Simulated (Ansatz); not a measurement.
## Cd3Te5: balancing the decomposition

All numbers below come from Ansatz 0.2.0, DFT PBE, scalar-relativistic, plane waves, PAW. All cells share a 420 eV cutoff and Γ-centred k meshes spaced about 0.3 Å⁻¹ or finer (0.25 for metals, 2π included). No spin polarisation.

The zero of energy is the elements' standard structures at the same level; no fitted shifts are applied.

These are static total energies at zero pressure. These runs have no spin–orbit coupling, which can matter for Te. The reference form of Te is held partly by dispersion forces, which this level lacks.

A trial structure of Cd3Te5 (reached from: random cell; relaxed: space group Pm-3m (No. 221), a = 6.202 Å) has a formation energy of -0.203 eV/atom. At its composition the lowest mixture among the elements and 1 reference phase computed alike (others may be missing) consists of these:

```csv
phase,source,ΔE_f (eV/atom)
Te (solid),element,0.000
CdTe (F-43m),COD,-0.464
```

Question: Write the balanced decomposition and find its energy per atom, per formula unit and per mole of formula units.

Answer: Balancing Cd and Te gives Cd3Te5 → 2 Te + 3 CdTe. The left side holds 8 atoms, and the products take 2/8 (Te) and 6/8 (CdTe) of them. The mixture therefore lies at 2/8 × (0.000) + 6/8 × (-0.464) = -0.348 eV/atom. The reaction energy is -0.348 − (-0.203) = -0.145 eV/atom. Times 8 atoms that is -1.160 eV per Cd3Te5, and times 96.485 it is -112 kJ per mole of Cd3Te5. Decomposition is downhill, so the trial structure is unstable against this mixture.

The negative formation energy shows only that this Cd3Te5 structure is favoured over the separated elements. It still loses to a mixture in which CdTe supplies all the binding and the surplus tellurium returns to the element. This fits the known Cd–Te system, where CdTe is the only compound at ordinary pressure.

The likely reason is electron count. In zinc-blende CdTe, cadmium's two valence electrons complete the tellurium octet, and every atom has four polar covalent bonds. With Cd(II), Cd3Te5 has too few electrons to make every tellurium a telluride, so it needs Te–Te bonds or holes in the Te 5p band. A small, highly symmetric cubic cell probably accommodates neither localised Te–Te pairs nor tetrahedral cadmium well. Separation into CdTe and tellurium satisfies both elements, with tellurium forming its own two-coordinate chains.

The result counts against this particular atomic arrangement, not against every structure of the same composition, since a lower-symmetry polytelluride could lie lower in energy.
